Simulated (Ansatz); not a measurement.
# InP3: the cost of one run

Computed with Ansatz 0.2.0 (DFT PBEsol, scalar-relativistic, plane waves, PAW, unless a step's input says otherwise).

## 1. The system as given

The structure is trigonal, space group R-3m (No. 166). The conventional cell has a = 7.430 Å, b = 7.430 Å, c = 9.838 Å, α = 90.00°, β = 90.00°, γ = 120.00°. In (site symmetry 3m) is surrounded by 6 P at 2.64 to 2.87 Å. P (site symmetry m) has 2 P at 2.21 Å and 2 In at 2.64 to 2.87 Å in its first shell of neighbours.

As a file:

```xyz
8
Lattice="3.7150 2.1448 3.2794 -3.7150 2.1448 3.2794 0.0000 -4.2897 3.2794" Properties=species:S:1:pos:R:3 pbc="T T T"
In    0.0000    0.0000    2.6886
In    0.0000    0.0000    7.1496
P     2.0563   -1.1872    6.0033
P     0.0000    2.3744    6.0033
P    -2.0563   -1.1872    6.0033
P    -2.0563    1.1872    3.8349
P     2.0563    1.1872    3.8349
P     0.0000   -2.3744    3.8349
```

This cell was relaxed beforehand with the same method: volume 19.60 Å³/atom, gap on the mesh none (metal).

## 2. Relaxing to 0.001 eV/Å, with the smearing for a metal

Response functions are second derivatives at a minimum, so forces and stress are first brought close to zero on the mesh and occupations that the response runs use.

File input.yaml:

```yaml
crystal:
  lattice:
    - [3.7149867348, 2.1448485914, 3.2793763575]
    - [-3.7149867348, 2.1448485914, 3.2793763575]
    - [0.0, -4.2896971827, 3.2793763575]
  atoms:
    - { symbol: In, position: [0.2732788874, 0.2732788874, 0.2732788874] }
    - { symbol: In, position: [0.7267211126, 0.7267211126, 0.7267211126] }
    - { symbol: P, position: [0.7947108828, 0.2411926384, 0.7947108828] }
    - { symbol: P, position: [0.7947108828, 0.7947108828, 0.2411926384] }
    - { symbol: P, position: [0.2411926384, 0.7947108828, 0.7947108828] }
    - { symbol: P, position: [0.2052891172, 0.7588073616, 0.2052891172] }
    - { symbol: P, position: [0.7588073616, 0.2052891172, 0.2052891172] }
    - { symbol: P, position: [0.2052891172, 0.2052891172, 0.7588073616] }
basis:
  ecutwfc: 420
kpoints:
  mp_grid: { grid: [6, 6, 6] }
hamiltonian:
  xc: pbesol
scf:
  occupations: { method: fermi_dirac, width: 0.15 }
output:
  forces: true
  stress: true
  eigenvalues: true
relax:
  adjacent_minimum: "off"
  f_tol: 0.001
  max_steps: 60
  cell: { stress_tol: 0.01 }
```

Command:

```bash
ansatz run input.yaml --threads 4 --pin off --max-ram 12288MiB --backend cpu --events-out ev --progress --plain --runs-dir out
```

What time and memory should one allow on 4 threads of Intel Xeon Platinum 8375C at 2.90GHz (Ice Lake), shared host?

About 17 s, with a peak of 0.63 GiB.
